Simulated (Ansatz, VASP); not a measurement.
## Li in VASP and in Ansatz

```
Li
1.0
     4.17697    0.00000    0.00000
     0.00000   -4.17697    0.00000
     0.00000    0.00000   -4.17697
Li
4
Direct
  0.01647 0.41824 0.40687
  0.46089 0.88218 0.49431
  0.46103 0.61901 0.04372
  0.06161 0.08057 0.05509
```

Change from the starting cell: all atoms moved at random, sigma 0.4 Å a component.

Alike in both runs: task single point; functional PBE; dispersion D3(BJ); k mesh 8 × 8 × 8; occupations gaussian, width 0.15 eV; no spin polarisation.

|  | VASP | Ansatz |
| --- | --- | --- |
| version | VASP 6.6.1 | Ansatz 0.2.0 |
| potentials or method | VASP PAW PBE potentials, release 64 (Li_sv) | scalar-relativistic, plane waves, PAW |
| plane-wave cutoff (eV) | 520 | 420 |
| valence electrons in the cell | 12 | 12 |

```tsv
	VASP	Ansatz	Ansatz less VASP
gap on the k mesh at the Fermi level (eV)	none	none	-
rms of the force components (eV/Å)	0.875	0.876	+0.0010
```

Atom by atom the forces differ by 0.003 eV/Å (rms over components). A gap of «none» marks a metal or a gap that the smearing closes.

Caveats: forces of over 1 eV/Å show positions far from the minimum, so gaps and moduli don't describe the material at rest.
